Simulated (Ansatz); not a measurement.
## Energy landscape near a Mg structure

Method: DFT PBE, scalar-relativistic, plane waves, PAW (Ansatz).

Settings: cutoff 420 eV, Γ-centred mesh 15×15×14 on the computed 1-atom cell, Gaussian smearing of 0.10 eV; no spin polarisation.

Reference cell:

```
CELL_PARAMETERS angstrom
3.05030 0.00000 0.00000
-1.52515 2.64164 0.00000
0.00000 0.00000 3.04484
ATOMIC_POSITIONS crystal
Mg 0.00000 0.00000 0.00000
```

Each variant moves atoms of this cell by the vectors given, if any (Å), and then applies a symmetric strain (tensor components, Cartesian axes). The reference cell isn't relaxed at this level. Energies are per atom at zero smearing, counted from the lowest variant. Pressure is positive in compression.

1. strain (xx yy zz yz xz xy, %) 0.92 0.92 -2.08 0.00 0.00 0.00
2. strain (xx yy zz yz xz xy, %) -1.29 -1.29 -4.29 0.00 0.00 0.00
3. strain (xx yy zz yz xz xy, %) 3.65 3.65 5.15 0.00 0.00 0.00
4. strain (xx yy zz yz xz xy, %) -0.48 -0.48 2.52 0.00 0.00 0.00
5. strain (xx yy zz yz xz xy, %) 0.83 0.83 -8.17 0.00 0.00 0.00

Task: Order the variants by energy, lowest first.

Result: 4 (0.0 meV/atom), 1 (1.0 meV/atom), 3 (6.3 meV/atom), 2 (24.5 meV/atom), 5 (53.2 meV/atom). Neighbours within 1 meV/atom are level.

Task: Order them by pressure, highest first.

Result: 2 (3.65 GPa), 5 (3.56 GPa), 1 (1.22 GPa), 4 (1.10 GPa), 3 (-1.78 GPa).

This form isn't the element's structure at ambient conditions.